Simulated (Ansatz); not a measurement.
All numbers below come from DFT PBE, scalar-relativistic, plane waves, PAW (Ansatz). Settings: cutoff 420 eV, Γ-centred meshes spaced at most about 0.3 Å⁻¹, and about 0.25 Å⁻¹ or finer for metals (2π included), Gaussian smearing. No spin polarisation.

These are static total energies at zero pressure.

Two relaxed structures of BaH₄:

1.

Space group P-6m2 (No. 187). a = 4.146 Å, b = 4.146 Å, c = 5.039 Å, α = 90.00°, β = 90.00°, γ = 120.00°
| atom | site | symmetry | x | y | z |
| --- | --- | --- | --- | --- | --- |
| Ba | 1e | -6m2 | 0.6667 | 0.3333 | 0.0000 |
| H | 3k | mm2 | 0.5622 | 0.4378 | 0.5000 |
| H | 1a | -6m2 | 0.0000 | 0.0000 | 0.0000 |

2.

Space group P6/mmm (No. 191). a = 4.599 Å, b = 4.599 Å, c = 3.974 Å, α = 90.00°, β = 90.00°, γ = 120.00°
```json
{"atom": "Ba", "site": "1a", "symmetry": "6/mmm", "x": "0.0000", "y": "0.0000", "z": "0.0000"}
{"atom": "H", "site": "4h", "symmetry": "3m.", "x": "0.3333", "y": "0.6667", "z": "0.8930"}
```

Question: Which is lower in energy, and by how much?

Answer: Cell 2 is lower, by 0.47 eV/atom. Cell 1 has space group P-6m2 (No. 187), 15.0 Å³/atom and no gap on its mesh; cell 2 has space group P6/mmm (No. 191), 14.6 Å³/atom and no gap. Counting H atoms around Ba (those within 1.25 times the shortest such distance or 1.15 times the sum of covalent radii, 1.27 where that leaves under three; a plus sign parts nearer from farther groups), cell 1 has Ba 3+6 and cell 2 has Ba 12. Cell 2 holds H–H pairs (shortest 0.85 Å); in cell 1 the shortest H–H distance is 1.30 Å. The denser one is the lower, and pressure would at first widen the difference. In cell 1, Ba has 3 H at 2.39 Å and 6 H at 2.63 Å; H on a site of symmetry mm2 is surrounded by 2 H at 1.30 Å and 2 Ba at 2.63 Å; H on a site of symmetry -6m2 has 3 Ba at 2.39 Å. In cell 2, Ba has 12 H at 2.69 Å; around H lie 1 H at 0.85 Å, 3 H at 2.66 Å, 3 Ba at 2.69 Å and 3 H at 2.79 Å. Both come from invented guesses. The lowest form computed isn't among them: it has space group R-3m (No. 166), 12.9 Å³/atom and lies 291 meV/atom below the best shown.

With hydrogen, zero-point motion can shift such differences by 10 meV/atom or more. Cells relaxed within their symmetry can be saddle points. Some candidate types were left out of the draw beforehand, so a known form may be missing.
